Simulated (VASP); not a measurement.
# Be (P6_3/mmc) in VASP: notebook

One crystal, Be, is run at these levels: PBEsol, LDA, PBE; tasks: relaxation of cell and atoms.

All numbers are computed with VASP 6.6.1; they aren't measurements. Logs are shortened: lines on timing, memory, paths and dates and some standing lists are left out, and cuts for length are marked.

## Step 1: The structure

It takes space group P6_3/mmc (No. 194, hexagonal). The conventional cell has a = 2.151 Å, b = 2.151 Å, c = 3.419 Å, α = 90.00°, β = 90.00°, γ = 120.00°. Be (site symmetry -6m2) is surrounded by 12 Be at 2.11 to 2.15 Å.

## Step 2: Relaxation of cell and atoms, PBEsol, target pressure 21.2 GPa, at which the enthalpy is minimised

INCAR

```
SYSTEM = Be
ALGO     = Normal         ! electronic algorithm
EDIFF    = 1E-7           ! SCF threshold, eV
EDIFFG   = -0.005         ! ionic threshold
ENCUT    = 600            ! plane-wave cutoff, eV
GGA      = PS             ! functional
IBRION   = 2              ! ionic algorithm
ISIF     = 3              ! what is computed and relaxed
ISMEAR   = 1              ! smearing method
LASPH    = .TRUE.         ! aspherical terms in the spheres
LCHARG   = .FALSE.        ! write CHGCAR
LREAL    = .FALSE.        ! projectors in reciprocal space
LWAVE    = .FALSE.        ! write WAVECAR
NELM     = 80             ! most SCF steps
NSW      = 90             ! ionic steps
PREC     = Accurate       ! precision mode
PSTRESS  = 212.0        
SIGMA    = 0.1            ! smearing width, eV
```

KPOINTS

```
k-points
0
G
  18 18 10
  0 0 0
```

POSCAR

```
Be                                      
1.0
    2.1506614048      0.0000000000      0.0000000000
   -1.0753307024      1.8625274116     -0.0000000000
    0.0000000000     -0.0000000000      3.4194199099
  Be            
     2
Direct
     0.3333333332999970    0.6666666667000030    0.2500000000000000
     0.6666666667000030    0.3333333332999970    0.7500000000000000
```

Potentials or basis: VASP PAW PBE potentials, release 64 (Be).

Run with:

```sh
$ cat potpaw_PBE.64/Be/POTCAR > POTCAR
$ mpirun -np 1 vasp_std > vasp.out
```

OUTCAR:

```text
SYSTEM = Be
   EDIFF = 1E-7
   EDIFFG = -0.005
   ENCUT = 600
   GGA = PS
   IBRION = 2
   ISIF = 3
   ISMEAR = 1
   LASPH = .TRUE.
   LREAL = .FALSE.
   NELM = 80
   NSW = 90
   PREC = Accurate
   PSTRESS = 212.0

 ion  position               nearest neighbor table
   1  0.333  0.667  0.250-   2 2.11   2 2.11   2 2.11   2 2.11   2 2.11   2 2.11
   2  0.667  0.333  0.750-   1 2.11   1 2.11   1 2.11   1 2.11   1 2.11   1 2.11

  LATTYP: Found a hexagonal cell.
 ALAT       =     2.1506614048
 C/A-ratio  =     1.5899387520

  Lattice vectors:

 A1 = (   2.1506614048,   0.0000000000,   0.0000000000)
 A2 = (  -1.0753307024,   1.8625274116,   0.0000000000)
 A3 = (   0.0000000000,   0.0000000000,   3.4194199099)

Analysis of symmetry for initial positions (statically):
=====================================================================
 Subroutine PRICEL returns:
 Original cell was already a primitive cell.

 Routine SETGRP: Setting up the symmetry group for a
 hexagonal supercell.

 Subroutine GETGRP returns: Found 24 space group operations
 (whereof 12 operations were pure point group operations)
 out of a pool of 24 trial point group operations.

The static configuration has the point symmetry D_3d.
 The point group associated with its full space group is D_6h.

Analysis of symmetry for dynamics (positions and initial velocities):
=====================================================================
 Subroutine PRICEL returns:
 Original cell was already a primitive cell.

 Routine SETGRP: Setting up the symmetry group for a
 hexagonal supercell.

 Subroutine GETGRP returns: Found 24 space group operations
 (whereof 12 operations were pure point group operations)
 out of a pool of 24 trial point group operations.

The dynamic configuration has the point symmetry D_3d.
 The point group associated with its full space group is D_6h.

 Subroutine INISYM returns: Found 24 space group operations
 (whereof 12 operations are pure point group operations),
 and found     1 'primitive' translations

----------------------------------------------------------------------------------------

                                     Primitive cell

  volume of cell :      13.6971

  direct lattice vectors                    reciprocal lattice vectors
     2.150661405  0.000000000  0.000000000     0.464973239  0.268452425  0.000000000
    -1.075330702  1.862527412  0.000000000     0.000000000  0.536904850  0.000000000
     0.000000000  0.000000000  3.419419910     0.000000000  0.000000000  0.292447265

  length of vectors
     2.150661405  2.150661405  3.419419910     0.536904850  0.536904850  0.292447265

  position of ions in fractional coordinates (direct lattice)
     0.333333333  0.666666667  0.250000000
     0.666666667  0.333333333  0.750000000

  ion indices of the primitive-cell ions
   primitive index   ion index
                 1           1
                 2           2

----------------------------------------------------------------------------------------

 KPOINTS: k-points

Automatic generation of k-mesh.
 Grid dimensions read from file:
 generate k-points for:   18   18   10

 Generating k-lattice:

  Cartesian coordinates                     Fractional coordinates (reciprocal lattice)
     0.025831847  0.014914024  0.000000000     0.055555556  0.000000000  0.000000000
     0.000000000  0.029828047  0.000000000     0.000000000  0.055555556  0.000000000
     0.000000000  0.000000000  0.029244726     0.000000000  0.000000000  0.100000000

  Length of vectors
     0.029828047  0.029828047  0.029244726

  Shift w.r.t. Gamma in fractional coordinates (k-lattice)
     0.000000000  0.000000000  0.000000000

 Subroutine IBZKPT returns following result:
 ===========================================

 Found    222 irreducible k-points:

 Following reciprocal coordinates:
            Coordinates               Weight
  0.000000  0.000000  0.000000      1.000000
  0.055556  0.000000  0.000000      6.000000
  0.111111  0.000000  0.000000      6.000000
  0.166667  0.000000  0.000000      6.000000
  0.222222 -0.000000  0.000000      6.000000
  0.277778  0.000000  0.000000      6.000000
[... 16 lines left out ...]
  0.333333  0.111111  0.000000     12.000000
  0.388889  0.111111  0.000000     12.000000
 [... further k-points ...]
   k-points           NKPTS =    222   k-points in BZ     NKDIM =    222   number of bands    NBANDS=      6
   number of dos      NEDOS =    301   number of ions     NIONS =      2
   total plane-waves  NPLWV =   9072
   dimension x,y,z NGX =    18 NGY =   18 NGZ =   28
   dimension x,y,z NGXF=    36 NGYF=   36 NGZF=   56
   ions per type =               2
   NGX,Y,Z   is equivalent  to a cutoff of  13.91, 13.91, 13.61 a.u.
   NGXF,Y,Z  is equivalent  to a cutoff of  27.83, 27.83, 27.23 a.u.
 SYSTEM =  Be
   PREC   = accura    normal or accurate (medium, high low for compatibility)
   ISTART =      0    job   : 0-new  1-cont  2-samecut
   ICHARG =      2    charge: 1-file 2-atom 10-const
   ISPIN  =      1    spin polarized calculation?
   LNONCOLLINEAR =      F non collinear calculations
   LSORBIT =      F    spin-orbit coupling
   LASPH  =      T    aspherical Exc in radial PAW
   ENCUT  =  600.0 eV  44.10 Ry    6.64 a.u.   4.30  4.30  6.83*2*pi/ulx,y,z
   NELM   =     80;   NELMIN=  2; NELMDL= -5     # of ELM steps
   EDIFF  = 0.1E-06   stopping-criterion for ELM
   LREAL  =      F    real-space projection
   EDIFFG = -.5E-02   stopping-criterion for IOM
   NSW    =     90    number of steps for IOM
   IBRION =      2    ionic relax: 0-MD 1-quasi-New 2-CG
   NFREE  =      1    steps in history (QN), initial steepest desc. (CG)
   ISIF   =      3    stress and relaxation
   ISYM   =      2    0-nonsym 1-usesym 2-fastsym
   POTIM  = 0.5000    time-step for ionic-motion
   TEBEG  =    0.0;   TEEND  =   0.0 temperature during run
   PSTRESS=  212.0 pullay stress
   NELECT =       4.0000    total number of electrons
   NUPDOWN=      -1.0000    fix difference up-down
   EMIN   =  10.00;   EMAX   =-10.00  energy-range for DOS
   EFERMI =   0.00;   METHOD = LEGACY
   ISMEAR =     1;   SIGMA  =   0.10  broadening in eV -4-tet -1-fermi 0-gaus
   EFERMI_NEDOS =   21; number of points for ismear=-14 and -15
   IALGO  =     38    algorithm
   IMIX   =      4    mixing-type and parameters
     AMIX     =   0.40;   BMIX     =  1.00
     AMIX_MAG =   1.60;   BMIX_MAG =  1.00
  volume/ion in A,a.u.               =       6.85        46.22
  Fermi-wavevector in a.u.,A,eV,Ry     =   1.086140  2.052507 16.050792  1.179700
  Thomas-Fermi vector in A             =   2.222270
   LORBIT       =      0    0 simple, 1 ext, 2 COOP (PROOUT), +10 PAW based schemes
   GGA     = PS    functional components
   LHFCALC =     F    Hartree Fock is set to
   AEXX    =    0.0000 exact exchange contribution
   IVDW    =     0    specifies the selected vdW correction
   LEPSILON=     F    determine dielectric tensor
   LRPA    =     F    only Hartree local field effects (RPA)
 conjugate gradient relaxation of ions
 non-spin polarized calculation
 Methfessel and Paxton  Order N= 1 SIGMA  =   0.10
  energy-cutoff  :      600.00
  volume of cell :       13.70
 maximum number of plane-waves:       482
 NGX is ok and might be reduce to    18
   NGX =  9   NGY =  9   NGZ = 13

 number of electron       4.0000000 magnetization

 Free energy of the ion-electron system (eV)
  ---------------------------------------------------
  ext. energy  EPLUGINS =         0.00000000
  ---------------------------------------------------
  free energy    TOTEN  =        -7.87159570 eV

  energy without entropy =       -7.87138941  energy(sigma->0) =       -7.87152694

 E-fermi :   8.4235     XC(G=0): -11.0895

 val. band max:        8.4221182225   @ k =   0.3333   0.2778   0.3000
 cond. band min:       8.4530301975   @ k =   0.3333   0.2778   0.2000
 fundamental gap:      0.0309119750
 Fermi energy:         8.4235238642

 k-point     1 :       0.0000    0.0000    0.0000
  band No.  band energies     occupation
      1      -3.8882      2.00000
      2       3.1439      2.00000
      3       9.7338     -0.00000
      4      26.3510      0.00000
      5      26.3510      0.00000
      6      29.4400      0.00000

 k-point     2 :       0.0556    0.0000    0.0000
  band No.  band energies     occupation
      1      -3.7949      2.00000
      2       3.2733      2.00000
      3       9.7491     -0.00000
      4      25.5128      0.00000
      5      25.6937      0.00000
      6      29.4696      0.00000

 k-point     3 :       0.1111    0.0000    0.0000
  band No.  band energies     occupation
      1      -3.5149      2.00000
      2       3.6614      2.00000
      3       9.7888     -0.00000
      4      23.4937      0.00000
      5      24.4078      0.00000
      6      29.4724      0.00000

 k-point     4 :       0.1667    0.0000    0.0000
  band No.  band energies     occupation
      1      -3.0474      2.00000
      2       4.3070      2.00000
      3       9.8271     -0.00000
      4      21.0483      0.00000
      5      23.0629      0.00000
      6      29.1872      0.00000

 k-point     5 :       0.2222   -0.0000    0.0000
  band No.  band energies     occupation
      1      -2.3922      2.00000
      2       5.2078      2.00000
      3       9.7895     -0.00000
      4      18.6773      0.00000
      5      21.8353      0.00000
      6      27.2015      0.00000

 k-point     6 :       0.2778    0.0000    0.0000
  band No.  band energies     occupation
      1      -1.5504      2.00000
      2       6.3593      2.00000
      3       9.5004     -0.00000
      4      16.7627      0.00000
      5      20.7909      0.00000
      6      24.5062      0.00000

 k-point     7 :       0.3333    0.0000    0.0000
  band No.  band energies     occupation
      1      -0.5284      2.00000
      2       7.7519      2.00000
      3       8.7073     -0.00045
      4      15.6564      0.00000
      5      19.9602      0.00000
      6      21.6910      0.00000

 k-point     8 :       0.3889    0.0000    0.0000
  band No.  band energies     occupation
      1       0.6526      2.00000
      2       7.3926      2.00000
      3       9.3609     -0.00000
      4      15.4155      0.00000
      5      18.9857      0.00000
      6      19.3588      0.00000
[... 91 lines left out ...]
 k-point    19 :       0.1111    0.1111    0.0000
  band No.  band energies     occupation
      1      -2.7658      2.00000
      2       4.6936      2.00000
      3       9.8625     -0.00000
      4      20.2540      0.00000
      5      21.6013      0.00000
      6      28.7631      0.00000

 k-point    20 :       0.1667    0.1111    0.0000
  band No.  band energies     occupation
      1      -2.1083      2.00000
      2       5.5930      2.00000
      3       9.8625     -0.00000
      4      18.0043      0.00000
      5      20.2999      0.00000
      6      26.9109      0.00000

 k-point    21 :       0.2222    0.1111    0.0000
  band No.  band energies     occupation
      1      -1.2624      2.00000
      2       6.7425      2.00000
      3       9.6760     -0.00000
      4      15.9744      0.00000
      5      19.1652      0.00000
      6      24.5181      0.00000

 k-point    22 :       0.2778    0.1111    0.0000
  band No.  band energies     occupation
      1      -0.2330      2.00000
      2       8.1325      2.00031
      3       9.0108     -0.00000
      4      14.6595      0.00000
      5      18.1332      0.00000
      6      21.8709      0.00000

 k-point    23 :       0.3333    0.1111    0.0000
  band No.  band energies     occupation
      1       0.9614      2.00000
      2       7.7389      2.00000
      3       9.7385     -0.00000
      4      14.2733      0.00000
      5      17.1780      0.00000
      6      19.2472      0.00000

 k-point    24 :       0.3889    0.1111    0.0000
  band No.  band energies     occupation
      1       2.2421      2.00000
      2       6.2264      2.00000
      3      11.4648      0.00000
      4      14.5093      0.00000
      5      16.3222      0.00000
      6      16.8742      0.00000

 [... further k-points ...]

------------------------ aborting loop because EDIFF is reached ----------------------------------------

  FORCE on cell =-STRESS in cart. coord.  units (eV):
  Direction    XX          YY          ZZ          XY          YZ          ZX
  --------------------------------------------------------------------------------------
  -------------------------------------------------------------------------------------
  Total        1.8214538      1.8214538      1.8213062      0.0000000      0.0000000      0.0000000
  in kB      213.0598328    213.0598328    213.0425780      0.0000000      0.0000000      0.0000000
  external PRESSURE =       1.0540812 kB  Pullay stress =     212.0000000 kB

 VOLUME and BASIS-vectors are now :
 -----------------------------------------------------------------------------
  energy-cutoff  :      600.00
  volume of cell :       13.70
      direct lattice vectors                 reciprocal lattice vectors
     2.150661405  0.000000000  0.000000000     0.464973239  0.268452425  0.000000000
    -1.075330702  1.862527412  0.000000000     0.000000000  0.536904850  0.000000000
     0.000000000  0.000000000  3.419419910     0.000000000  0.000000000  0.292447265

 POSITION                                       TOTAL-FORCE (eV/Angst)
 -----------------------------------------------------------------------------------
     -0.00000      1.24168      0.85485         0.000000     -0.000000      0.000000
      1.07533      0.62084      2.56456        -0.000000      0.000000      0.000000
 -----------------------------------------------------------------------------------
    total drift:                                0.000000     -0.000000      0.000000

  FREE ENERGIE OF THE ION-ELECTRON SYSTEM (eV)
  ---------------------------------------------------
  free  energy   TOTEN  =        -7.8715957042 eV

  energy  without entropy=       -7.8713894102  energy(sigma->0) =       -7.87152694

  enthalpy is  TOTEN    =        -6.0592024827 eV   P V=        1.8123932215

 reached required accuracy - stopping structural energy minimisation
```

Run time: 14 s. Hardware: 1 thread of Intel Xeon Platinum 8259CL at 2.50GHz (Skylake/Cascade Lake), shared host; peak memory 0.13 GiB.

What came out:

| Quantity | Value |
| --- | --- |
| Free energy | -7.8716 eV |
| Pressure after relaxing | 21.3 GPa |
| Band gap on the k mesh | none (metal or under the smearing width) |

Final structure:
```yaml
crystal:
  lattice:
    - [2.15066, 0.00000, 0.00000]
    - [-1.07533, 1.86253, 0.00000]
    - [0.00000, 0.00000, 3.41942]
  atoms:
    - { symbol: Be, position: [0.33333, 0.66667, 0.25000] }
    - { symbol: Be, position: [0.66667, 0.33333, 0.75000] }
```

Caveat: the relaxation stopped at its first step, so nothing moved; the cell is relaxed towards a set pressure, so the enthalpy falls and the energy may rise; the PAW data sets were made with another functional, which shifts forces and pressure a little.

[end of part 1 of 2]
